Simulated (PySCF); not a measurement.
A side-by-side comparison of computed properties.

First species: Pyrazole, C3H4N2.
SMILES: `c1n[nH]cc1`

Second species: Z-3-amino-2-propenenitrile, C₃H₄N₂.
Structure used (GFN2-xTB), in Å, numbered top down from 1:
```
atom  x, y, z in Å
N1     2.377   -1.160    0.182
C2     1.616   -0.301    0.268
C3     0.670    0.726    0.347
C4    -0.624    0.525    0.025
N5    -1.152   -0.672   -0.330
H6     1.018    1.691    0.677
H7    -1.331    1.341    0.088
H8    -2.050   -0.713   -0.777
H9    -0.512   -1.431   -0.504
```

Levels: PBE0/pcSseg-1 for dipole moment, HOMO energy, LUMO energy and HOMO–LUMO gap; GFN2-xTB for rotational constant A and rotational constant C. Geometries: GFN2-xTB. Each species is one conformer at its optimised geometry, gas phase, non-relativistic unless stated; the electronic structure was computed with PySCF and density fitting.

The conformers computed, where there is a choice (atom-mapped SMILES and torsion angles):
- `[N:1]#[C:2]/[CH:3]=[CH:4]\[NH2:5]`: H–N5–C4–C3 -164°, H–N5–C4–C3 -10°

Values for the first species:

* Dipole moment: 2.29 D
* HOMO energy: -7.24 eV
* LUMO energy: 0.56 eV
* HOMO–LUMO gap: 7.80 eV
* Rotational constant A: 9.729 GHz
* Rotational constant C: 4.845 GHz

(1) Estimate the same properties for the second species, and the change in each.

## Answers

(1) 
```json
{"property": "dipole moment", "first": "2.29 D", "second": "5.26 D", "second less first": "+2.97 D"}
{"property": "HOMO energy", "first": "-7.24 eV", "second": "-6.68 eV", "second less first": "+0.56 eV"}
{"property": "LUMO energy", "first": "0.56 eV", "second": "-0.60 eV", "second less first": "-1.16 eV"}
{"property": "HOMO–LUMO gap", "first": "7.80 eV", "second": "6.08 eV", "second less first": "-1.72 eV"}
{"property": "rotational constant A", "first": "9.729 GHz", "second": "13.295 GHz", "second less first": "+3.566 GHz"}
{"property": "rotational constant C", "first": "4.845 GHz", "second": "2.889 GHz", "second less first": "-1.956 GHz"}
```

On the first: In atomic units the dipole is 0.90 e·bohr (1 au = 2.5417 D).

On the second: The dipole matches unit charges of opposite sign 1.10 Å apart (1 e·Å = 4.8032 D).
